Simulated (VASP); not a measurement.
# From one sheet to two: InSe monolayer, part 3 of 8

Aim: relax InSe monolayer, place its levels against the vacuum, then find how two sheets stack and bind.

VASP 6.6.1, plane waves and PAW; the level of theory is named at each step.

So far. Step 3 (Potential and states of the slab): The vacuum level lies 6.02 eV above the highest filled level at the upper face; both faces agree, as the slab has next to no dipole. Step 4 (The slab in a field, field -0.1): Energy at zero smearing: -15.08403 eV.

## Step 5: The slab in a field, field 0.1

Level of this step: PBE with D3(BJ); plane waves and PAW (In, Se) (VASP).

File INCAR:

```
SYSTEM = InSe
PREC = Normal
ENCUT = 350
EDIFF = 1E-06
NELM = 120
ISMEAR = 0
SIGMA = 0.03
LREAL = .FALSE.
ALGO = Fast
GGA = PE
IVDW = 12
NBANDS = 15
LORBIT = 11
LWAVE = .FALSE.
LCHARG = .FALSE.
KPAR = 4
IDIPOL = 3
LDIPOL = .TRUE.
DIPOL = 0.5 0.5 0.5
EFIELD = 0.1
```

File POSCAR:

```
InSe
1.0
    4.0377204441      0.0000000000      0.0000000000
   -2.0188602220      3.4967684780      0.0000000000
    0.0000000000      0.0000000000     22.0000000000
In Se
2 2
Direct
    0.3333333333      0.6666666667      0.4366860628
    0.3333333333      0.6666666667      0.5633139372
    0.6666666667      0.3333333333      0.3773759262
    0.6666666667      0.3333333333      0.6226240738
```

File KPOINTS:

```
Automatic mesh
0
Gamma
9 9 1
0 0 0
```

The projector-augmented-wave data sets are In and Se (PBE family, release 64).

Launch:

```sh
mpirun -np 4 vasp_std
```

What it wrote:

```text
[... set-up lines as in an earlier step ...]
 entering main loop
       N       E                     dE             d eps       ncg     rms          rms(c)
DAV:   1     0.971146770878E+02    0.97115E+02   -0.44187E+03   360   0.607E+02
DAV:   2    -0.128665442485E+01   -0.98401E+02   -0.92849E+02   535   0.127E+02
DAV:   3    -0.143693167043E+02   -0.13083E+02   -0.12952E+02   458   0.540E+01
DAV:   4    -0.147259722989E+02   -0.35666E+00   -0.35579E+00   486   0.108E+01
[...]
RMM:  20    -0.142022486040E+02   -0.29322E-05   -0.13462E-07   222   0.155E-03    0.127E-03
RMM:  21    -0.142022500367E+02   -0.14327E-05   -0.66860E-08   186   0.125E-03    0.288E-04
RMM:  22    -0.142022506257E+02   -0.58906E-06   -0.43979E-08   170   0.125E-03
   1 F= -.15084032E+02 E0= -.15084032E+02  d E =-.266019E-17
```

Wall time 5 s (4 MPI ranks of Intel Xeon 6975P-C (Granite Rapids), shared host); peak memory 0.78 GiB; 18 s of CPU time.

From OUTCAR (step 5):

```text
 Edisp (eV)   -0.88178

  Total      -0.02353    -0.02353    -0.00811    -0.00000     0.00000    -0.00000
  in kB      -0.12139    -0.12139    -0.04182    -0.00000     0.00000    -0.00000
  external pressure =       -0.09 kB  Pullay stress =        0.00 kB

 POSITION                                       TOTAL-FORCE (eV/Angst)
 -----------------------------------------------------------------------------------
     -0.00000      2.33118      9.60709         0.000000      0.000000     -0.023061
     -0.00000      2.33118     12.39291         0.000000      0.000000     -0.012896
      2.01886      1.16559      8.30227         0.000000      0.000000      0.018209
      2.01886      1.16559     13.69773        -0.000000     -0.000000      0.017748
 -----------------------------------------------------------------------------------
    total drift:                                0.000003     -0.000001      0.000043

  FREE ENERGIE OF THE ION-ELECTRON SYSTEM (eV)
  ---------------------------------------------------
  free  energy   TOTEN  =       -15.0840316917 eV

  energy  without entropy=      -15.0840316917  energy(sigma->0) =      -15.08403169

[... 2 parts as in an earlier step ...]

[... 1 further part left out ...]
[key lines of the parts left out:]
E-fermi :  -2.7611
```

This step gave:

```yaml
fermi_energy: -2.761 eV
dipole_moment: 0, 0, 0.05670 e·Å
```

Energy at zero smearing: -15.08403 eV.

## Step 6: With spin-orbit coupling

This step: PBE with D3(BJ), spin-orbit coupling; plane waves and PAW (In, Se) (VASP 6.6.1).

For heavy elements spin-orbit coupling shifts the highest filled levels.

INCAR, as its differences from that of step 5:

```diff
@@ -11,4 +11,8 @@
 IVDW = 12
-NBANDS = 15
-LORBIT = 11
+LNONCOLLINEAR = .TRUE.
+MAGMOM = 0 0 0 0 0 0 0 0 0 0 0 0
+NBANDS = 30
+GGA_COMPAT = .FALSE.
+LASPH = .TRUE.
+LSORBIT = .TRUE.
 LWAVE = .FALSE.
@@ -19,2 +23 @@
 DIPOL = 0.5 0.5 0.5
-EFIELD = 0.1
```

POSCAR is that of step 5.

KPOINTS is that of step 5.

File KPOINTS_OPT:

```
Line mode
14
Line-mode
Reciprocal
  0.00000000   0.00000000   0.00000000 GAMMA
  0.50000000   0.00000000   0.00000000 M

  0.50000000   0.00000000   0.00000000 M
  0.33333333   0.33333333   0.00000000 K

  0.33333333   0.33333333   0.00000000 K
  0.00000000   0.00000000   0.00000000 GAMMA
```

Launch:

```sh
mpirun -np 4 vasp_ncl
```

What it wrote:

```text
[... set-up lines as in an earlier step ...]
 entering main loop
       N       E                     dE             d eps       ncg     rms          rms(c)
DAV:   1     0.104796291561E+03    0.10480E+03   -0.43222E+03  1140   0.612E+02
DAV:   2     0.194480319059E+01   -0.10285E+03   -0.98228E+02  1630   0.134E+02
DAV:   3    -0.142052859267E+02   -0.16150E+02   -0.15963E+02  1448   0.572E+01
DAV:   4    -0.147704576736E+02   -0.56517E+00   -0.56355E+00  1418   0.131E+01
DAV:   5    -0.147828030257E+02   -0.12345E-01   -0.12342E-01  1500   0.184E+00    0.658E+00
RMM:   6    -0.143351784588E+02    0.44762E+00   -0.53706E-01  1213   0.291E+00    0.387E+00
RMM:   7    -0.142866123628E+02    0.48566E-01   -0.32584E-01  1257   0.237E+00    0.122E+00
RMM:   8    -0.142750225045E+02    0.11590E-01   -0.20496E-02  1302   0.830E-01    0.579E-01
RMM:   9    -0.142744603959E+02    0.56211E-03   -0.11682E-02  1344   0.529E-01    0.181E-01
RMM:  10    -0.142741832884E+02    0.27711E-03   -0.13437E-03  1397   0.213E-01    0.940E-02
RMM:  11    -0.142742499300E+02   -0.66642E-04   -0.41168E-04  1379   0.134E-01    0.252E-02
RMM:  12    -0.142742666133E+02   -0.16683E-04   -0.99695E-05  1517   0.564E-02    0.246E-02
RMM:  13    -0.142743108330E+02   -0.44220E-04   -0.74315E-05  1373   0.403E-02    0.911E-03
RMM:  14    -0.142743282689E+02   -0.17436E-04   -0.13519E-05  1494   0.177E-02    0.737E-03
RMM:  15    -0.142743920892E+02   -0.63820E-04   -0.63974E-06  1412   0.121E-02    0.449E-03
RMM:  16    -0.142744158538E+02   -0.23765E-04   -0.56821E-06  1332   0.790E-03    0.297E-03
RMM:  17    -0.142744351954E+02   -0.19342E-04   -0.22925E-06  1284   0.525E-03    0.228E-03
RMM:  18    -0.142744368709E+02   -0.16756E-05   -0.75166E-07  1194   0.287E-03    0.165E-03
RMM:  19    -0.142744412353E+02   -0.43644E-05   -0.10485E-07   847   0.151E-03    0.703E-04
RMM:  20    -0.142744525412E+02   -0.11306E-04   -0.48909E-07  1087   0.211E-03    0.460E-04
RMM:  21    -0.142744562578E+02   -0.37167E-05   -0.16946E-07   878   0.139E-03    0.747E-04
RMM:  22    -0.142744580715E+02   -0.18137E-05   -0.76655E-08   772   0.103E-03    0.289E-04
RMM:  23    -0.142744584177E+02   -0.34611E-06   -0.20530E-08   542   0.872E-04
   1 F= -.15156239E+02 E0= -.15156239E+02  d E =-.475984E-13  mag=    -0.0000    -0.0000    -0.0000
 Start KPOINTS_OPT (optional k-point list driver)
k-point batch [1-19\42]
       N       E                     dE             ncg
DAV:   1    -0.336299165112E+03   -0.52102E+04     1156
DAV:   2    -0.218937514115E+04   -0.18531E+04     1720
DAV:   3    -0.247844970680E+04   -0.28907E+03     1382
DAV:   4    -0.248855707269E+04   -0.10107E+02     1472
DAV:   5    -0.248881795887E+04   -0.26089E+00     1482
DAV:   6    -0.248882682902E+04   -0.88701E-02     1486
DAV:   7    -0.248882722530E+04   -0.39628E-03     1498
DAV:   8    -0.248882724523E+04   -0.19929E-04     1460
DAV:   9    -0.248882724639E+04   -0.11599E-05     1162
DAV:  10    -0.248882724647E+04   -0.81129E-07      922
[...]
k-point batch [39-42\42]
       N       E                     dE             ncg
DAV:   1     0.553493360999E+04   -0.12179E+03      248
DAV:   2     0.517477117072E+04   -0.36016E+03      366
DAV:   3     0.511143395112E+04   -0.63337E+02      304
DAV:   4     0.510954896307E+04   -0.18850E+01      320
DAV:   5     0.510948887595E+04   -0.60087E-01      292
DAV:   6     0.510948593078E+04   -0.29452E-02      376
DAV:   7     0.510948586693E+04   -0.63847E-04      306
DAV:   8     0.510948586476E+04   -0.21742E-05      312
DAV:   9     0.510948586460E+04   -0.15935E-06      234
```

It took 50 s on 4 MPI ranks; peak memory 2 GiB; 3.3 min of CPU time.

From OUTCAR (step 6):

```text
   k-points           NKPTS =     19   k-points in BZ     NKDIM =     19   number of bands    NBANDS=     30

   NELECT =      18.0000    total number of electrons

 dipolmoment           0.000000      0.000000     -0.000000 electrons x Angstroem

 E-fermi :  -2.7562

 k-point     1 :       0.0000    0.0000    0.0000
  band No.  band energies     occupation
    ...
     14      -3.2258      1.00000
     15      -3.1542      1.00000
     16      -3.1542      1.00000
     17      -2.9340      1.00000
     18      -2.9340      1.00000
     19      -1.2937      0.00000
     20      -1.2937      0.00000
     21      -0.0862      0.00000
     22      -0.0862      0.00000
     23       1.9445      0.00000
    ...

 Edisp (eV)   -0.88178

  Total      -0.02737    -0.02737    -0.02312    -0.00000     0.00000     0.00000
  in kB      -0.14120    -0.14120    -0.11923    -0.00000     0.00000     0.00000
  external pressure =       -0.13 kB  Pullay stress =        0.00 kB

 POSITION                                       TOTAL-FORCE (eV/Angst)
 -----------------------------------------------------------------------------------
     -0.00000      2.33118      9.60709         0.000000      0.000000      0.002414
     -0.00000      2.33118     12.39291         0.000000      0.000000     -0.002414
      2.01886      1.16559      8.30227         0.000000     -0.000000      0.000045
      2.01886      1.16559     13.69773        -0.000000      0.000000     -0.000045
 -----------------------------------------------------------------------------------
    total drift:                                0.000002     -0.000001      0.000000

  FREE ENERGIE OF THE ION-ELECTRON SYSTEM (eV)
  ---------------------------------------------------
  free  energy   TOTEN  =       -15.1562394836 eV

  energy  without entropy=      -15.1562394836  energy(sigma->0) =      -15.15623948

 vacuum level on the upper side and lower side of the slab         2.998         2.998

 Spin-Orbit-Coupling matrix elements
 Ion:    1  E_soc:     -0.0324171
 Ion:    2  E_soc:     -0.0324171
 Ion:    3  E_soc:     -0.0416530
 Ion:    4  E_soc:     -0.0416530

[... 6 parts as in an earlier step ...]

[... 9 further parts left out ...]
```

LASPH is switched on together with spin-orbit coupling, so the change from the scalar run holds both.

This step gave:

| Item | Value |
| --- | --- |
| electronic cycles | 23 |
| free energy (TOTEN) | -15.16 eV |
| Fermi energy | -2.756 eV |
| least gap on mesh and path | 1.603 eV |
| least direct gap on mesh and path | 1.640 eV |
| dipole moment | 0, 0, 0 e·Å |

On-site spin-orbit energy by atom:

| atom | on-site spin-orbit energy (eV) |
| --- | --- |
| In1 | -0.0324 |
| In2 | -0.0324 |
| Se3 | -0.0417 |
| Se4 | -0.0417 |

The electronic bands at the labelled points (eV, zero at the valence-band top; v1 is the highest filled band, c1 the lowest empty one):

| point | v4 | v3 | v2 | v1 | c1 | c2 | c3 | c4 |
| --- | --- | --- | --- | --- | --- | --- | --- | --- |
| Γ | -0.26 | -0.26 | -0.04 | -0.04 | 1.60 | 1.60 | 2.81 | 2.81 |
| 0.46 of the way | -0.86 | -0.86 | -0.06 | -0.06 | 2.72 | 2.72 | 3.02 | 3.02 |
| M | -1.35 | -1.35 | -0.92 | -0.92 | 2.26 | 2.26 | 2.34 | 2.34 |
| 0.46 of the way | -1.36 | -1.31 | -0.97 | -0.92 | 2.58 | 2.62 | 2.75 | 2.82 |
| K | -1.30 | -1.24 | -1.14 | -1.05 | 2.52 | 2.54 | 3.02 | 3.15 |
| 0.46 of the way | -1.51 | -1.45 | -0.22 | -0.20 | 2.99 | 3.10 | 3.21 | 3.24 |
| Γ | -0.26 | -0.26 | -0.04 | -0.04 | 1.60 | 1.60 | 2.81 | 2.81 |

## Step 7: A rigid stacking

This step: PBE with D3(BJ); plane waves and PAW (In, Se) (VASP 6.6.1).

System of this step: bilayer of InSe monolayer. The cell holds 8 atoms: 4 In and 4 Se. Its edges and angles: a = 4.038 Å, b = 4.038 Å, c = 30.891 Å, α = 90.0°, β = 90.0°, γ = 120.0°. upper sheet same orientation, shifted by (0.00, 0.00). Vacuum lies along c.

Two rigid sheets are set at a typed distance in several high-symmetry stackings, to find where to start. The upper sheet is shifted or turned in the plane and never flipped over.

File INCAR:

```
SYSTEM = InSe
PREC = Normal
ENCUT = 350
EDIFF = 1E-05
NELM = 120
ISMEAR = 0
SIGMA = 0.03
LREAL = .FALSE.
ALGO = Fast
GGA = PE
IVDW = 12
NBANDS = 26
LORBIT = 11
LWAVE = .FALSE.
LCHARG = .FALSE.
KPAR = 4
IDIPOL = 3
LDIPOL = .TRUE.
DIPOL = 0.5 0.5 0.5
```

File POSCAR:

```
InSe
1.0
    4.0377204441      0.0000000000      0.0000000000
   -2.0188602220      3.4967684780      0.0000000000
    0.0000000000      0.0000000000     30.8909184944
In Se
4 4
Direct
    0.3333333300      0.6666666700      0.3174014700
    0.3333333300      0.6666666700      0.4075837400
    0.3333333300      0.6666666700      0.5924162600
    0.3333333300      0.6666666700      0.6825985300
    0.6666666700      0.3333333300      0.2751617800
    0.6666666700      0.3333333300      0.4498234400
    0.6666666700      0.3333333300      0.5501765600
    0.6666666700      0.3333333300      0.7248382200
```

KPOINTS is that of step 6.

Launch:

```sh
mpirun -np 4 vasp_std
```

What it wrote:

```text
[banner, memory and clock lines left out]
running    4 mpi-ranks, on    1 nodes
 distrk:  each k-point on    1 cores,    4 groups
 distr:  one band on    1 cores,    1 groups

 POSCAR found type information on POSCAR InSe
 POSCAR found :  2 types and       8 ions
 LDA part: xc-table for (Slater+PW92), standard interpolation
 POSCAR, INCAR and KPOINTS ok, starting setup
 FFT: planning ... GRIDC
 FFT: planning ... GRID_SOFT
 FFT: planning ... GRID
 WAVECAR not read
 entering main loop
       N       E                     dE             d eps       ncg     rms          rms(c)
DAV:   1     0.197361666004E+03    0.19736E+03   -0.94381E+03   624   0.743E+02
DAV:   2    -0.160271010581E+01   -0.19896E+03   -0.19329E+03   886   0.152E+02
DAV:   3    -0.282874440266E+02   -0.26685E+02   -0.26473E+02   768   0.616E+01
DAV:   4    -0.291277831580E+02   -0.84034E+00   -0.83791E+00   812   0.128E+01
DAV:   5    -0.291500663832E+02   -0.22283E-01   -0.22257E-01   832   0.194E+00    0.943E+00
RMM:   6    -0.282695338959E+02    0.88053E+00   -0.12658E+00   643   0.348E+00    0.558E+00
RMM:   7    -0.281983573549E+02    0.71177E-01   -0.11094E+00   682   0.321E+00    0.130E+00
RMM:   8    -0.281563143080E+02    0.42043E-01   -0.15967E-01   668   0.154E+00    0.288E-01
RMM:   9    -0.281565413009E+02   -0.22699E-03   -0.15024E-02   768   0.586E-01    0.237E-01
RMM:  10    -0.281568714615E+02   -0.33016E-03   -0.33878E-03   838   0.221E-01    0.123E-01
RMM:  11    -0.281570853592E+02   -0.21390E-03   -0.76114E-04   765   0.126E-01    0.382E-02
RMM:  12    -0.281570650913E+02    0.20268E-04   -0.18698E-04   817   0.581E-02    0.240E-02
RMM:  13    -0.281571457084E+02   -0.80617E-04   -0.15146E-04   760   0.477E-02    0.232E-02
RMM:  14    -0.281571446682E+02    0.10402E-05   -0.20840E-05   583   0.196E-02
   1 F= -.30192518E+02 E0= -.30192518E+02  d E =-.643636E-15
```

Elapsed: 7.2 s, on 4 MPI ranks; peak memory 1 GiB; 27 s of CPU time.

Parts of OUTCAR (step 7):

```text
   k-points           NKPTS =     12   k-points in BZ     NKDIM =     12   number of bands    NBANDS=     26

   ENCUT  =  350.0 eV  25.72 Ry    5.07 a.u.   6.16  6.16 47.12*2*pi/ulx,y,z

   NELECT =      36.0000    total number of electrons

 E-fermi :  -0.8925

 k-point     1 :       0.0000    0.0000    0.0000
  band No.  band energies     occupation
    ...
     14      -1.9923      2.00000
     15      -1.9923      2.00000
     16      -1.9591      2.00000
     17      -1.9591      2.00000
     18      -1.1451      2.00000
     19      -0.2109      0.00000
     20       0.5283      0.00000
     21       1.0788      0.00000
     22       1.2971      0.00000
     23       3.3735      0.00000
    ...

 Edisp (eV)   -2.03537

  Total      -0.03214    -0.03214     2.32905    -0.00000     0.00000    -0.00000
  in kB      -0.11808    -0.11808     8.55570    -0.00000     0.00000    -0.00000
  external pressure =        2.77 kB  Pullay stress =        0.00 kB

 POSITION                                       TOTAL-FORCE (eV/Angst)
 -----------------------------------------------------------------------------------
     -0.00000      2.33118      9.80482         0.000000     -0.000000     -0.024429
     -0.00000      2.33118     12.59064         0.000000     -0.000000     -0.140210
     -0.00000      2.33118     18.30028         0.000000     -0.000000      0.140210
     -0.00000      2.33118     21.08610         0.000000     -0.000000      0.024429
      2.01886      1.16559      8.50000        -0.000000      0.000000      0.008523
      2.01886      1.16559     13.89546         0.000000     -0.000000     -0.452780
      2.01886      1.16559     16.99546        -0.000000     -0.000000      0.452780
      2.01886      1.16559     22.39092        -0.000000      0.000000     -0.008523
 -----------------------------------------------------------------------------------
    total drift:                               -0.000026      0.000015      0.000000

  FREE ENERGIE OF THE ION-ELECTRON SYSTEM (eV)
  ---------------------------------------------------
  free  energy   TOTEN  =       -30.1925182054 eV

  energy  without entropy=      -30.1925182054  energy(sigma->0) =      -30.19251821

 vacuum level on the upper side and lower side of the slab         4.202         4.202

[... 2 parts as in an earlier step ...]

[... 14 further parts left out ...]
```

Numbers from this step:

| Item | Value |
| --- | --- |
| electronic cycles | 14 |
| electrons | 36 |
| free energy (TOTEN) | -30.19 eV |
| Fermi energy | -0.8925 eV |
| gap on the k-mesh | 0.8412 eV |
| least direct gap on the k-mesh | 0.9342 eV |

Force by atom:

| atom | x (eV/Å) | y (eV/Å) | z (eV/Å) | size |
| --- | --- | --- | --- | --- |
| In1 | 0.000 | 0.000 | -0.024 | 0.024 |
| In2 | 0.000 | 0.000 | -0.140 | 0.140 |
| In3 | 0.000 | 0.000 | 0.140 | 0.140 |
| In4 | 0.000 | 0.000 | 0.024 | 0.024 |
| Se5 | 0.000 | 0.000 | 0.009 | 0.009 |
| Se6 | 0.000 | 0.000 | -0.453 | 0.453 |
| Se7 | 0.000 | 0.000 | 0.453 | 0.453 |
| Se8 | 0.000 | 0.000 | -0.009 | 0.009 |

Energy at zero smearing: -30.19252 eV.

## Step 8: A rigid stacking

INCAR is that of step 7.

File POSCAR:

```
InSe
1.0
    4.0377204441      0.0000000000      0.0000000000
   -2.0188602220      3.4967684780      0.0000000000
    0.0000000000      0.0000000000     30.8909184944
In Se
4 4
Direct
    0.3333333300      0.6666666700      0.3174014700
    0.3333333300      0.6666666700      0.4075837400
    0.6666666700      0.3333333300      0.5924162600
    0.6666666700      0.3333333300      0.6825985300
    0.6666666700      0.3333333300      0.2751617800
    0.6666666700      0.3333333300      0.4498234400
    0.0000000000      1.0000000000      0.5501765600
    0.0000000000      1.0000000000      0.7248382200
```

KPOINTS is that of step 7.

Launch:

```sh
mpirun -np 4 vasp_std
```

What it wrote:

```text
[... set-up lines as in an earlier step ...]
 entering main loop
       N       E                     dE             d eps       ncg     rms          rms(c)
DAV:   1     0.196115240680E+03    0.19612E+03   -0.94478E+03   624   0.743E+02
DAV:   2    -0.201099001754E+01   -0.19813E+03   -0.19183E+03   864   0.152E+02
DAV:   3    -0.285382546476E+02   -0.26527E+02   -0.26301E+02   800   0.613E+01
DAV:   4    -0.293598485463E+02   -0.82159E+00   -0.81931E+00   754   0.129E+01
[...]
RMM:  12    -0.283769136616E+02    0.56836E-04   -0.25600E-04   790   0.659E-02    0.218E-02
RMM:  13    -0.283769944808E+02   -0.80819E-04   -0.19760E-04   767   0.492E-02    0.205E-02
RMM:  14    -0.283769851417E+02    0.93390E-05   -0.24502E-05   590   0.214E-02
   1 F= -.30419828E+02 E0= -.30419828E+02  d E =-.332361E-12
```

The job ended after 7.2 s (4 MPI ranks; peak memory 1 GiB; 26 s of CPU time).

Parts of OUTCAR (step 8):

```text
 Edisp (eV)   -2.04284

  Total      -0.10042    -0.10042    -0.33669    -0.00000     0.00000     0.00000
  in kB      -0.36887    -0.36887    -1.23681    -0.00000     0.00000     0.00000
  external pressure =       -0.66 kB  Pullay stress =        0.00 kB

 POSITION                                       TOTAL-FORCE (eV/Angst)
 -----------------------------------------------------------------------------------
     -0.00000      2.33118      9.80482         0.000000      0.000000     -0.004650
     -0.00000      2.33118     12.59064         0.000000     -0.000000      0.044331
      2.01886      1.16559     18.30028         0.000000      0.000000     -0.037259
      2.01886      1.16559     21.08610         0.000000      0.000000      0.004915
      2.01886      1.16559      8.50000         0.000000     -0.000000      0.006029
      2.01886      1.16559     13.89546        -0.000000     -0.000000      0.007518
      0.00000      0.00000     16.99546        -0.000000      0.000000     -0.014290
      0.00000      0.00000     22.39092         0.000000      0.000000     -0.006593
 -----------------------------------------------------------------------------------
    total drift:                               -0.000011      0.000006     -0.000207

  FREE ENERGIE OF THE ION-ELECTRON SYSTEM (eV)
  ---------------------------------------------------
  free  energy   TOTEN  =       -30.4198279138 eV

  energy  without entropy=      -30.4198279138  energy(sigma->0) =      -30.41982791

[... 2 parts as in an earlier step ...]

[... 1 further part left out ...]
[key lines of the parts left out:]
E-fermi :  -1.1658
```

Energy at zero smearing: -30.41983 eV.

(Continued in part 4 of 8.)

[Lines on the potential files, build, host, timing and source positions are cut from VASP's logs without a mark.]

[Logs are printed without paths, hosts, clocks, repeated set-up lines and the standing remarks that a program may print on its own settings, such as how far it seeks lower states.]

[Hosts, paths, dates, database ids (printed as entryN), source tags and the programs' standing remarks are cut or masked in the printed files.]

[Runs that stopped without an error message from VASP are left out.]
